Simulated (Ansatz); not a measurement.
NaF in the NiAs-type structure, relaxed with r2SCAN: the symmetry is P6_3/mmc (No. 194, hexagonal); conventional cell a = 3.178 Å, c = 5.568 Å, 12.17 Å³ an atom. Around Na lie 6 F at 2.30 Å; around F lie 6 Na at 2.30 Å. One-shot G0W0@PBE in Ansatz 0.2.0 on a 6×6×2 mesh (contour deformation, no spin-orbit coupling), from a PBE gap of 6.356 eV over the mesh points (the G0W0 gap is direct on the mesh); the number N of bands summed and the screening cutoff rise together. (Calculated; spin-unpolarised; the phase may be known or hypothetical.)

```
  N  cutoff (eV)  1000/N  G0W0 gap (eV)
 95           80  10.526         10.404
199          140   5.025         10.478
```

Lay a straight line in 1000/N through these rows.
The slope is -0.0135 eV per unit of 1000/N and the intercept 10.546 eV.

Predict the gap at N = 352 (210 eV).
10.546 + (-0.0135) × 2.841 = 10.508 eV; the run gives 10.638 eV, +0.130 eV from the line.

With that run's result added, what limit do the last two rows suggest?
Their slope is (10.638 − 10.478)/(2.841 − 5.025) = -0.0733, which meets 1/N = 0 at 10.85 eV, against 10.546 eV from the first line. The slope steepens, so 1/N isn't yet asymptotic and the true limit probably lies higher still; the k mesh isn't extrapolated.
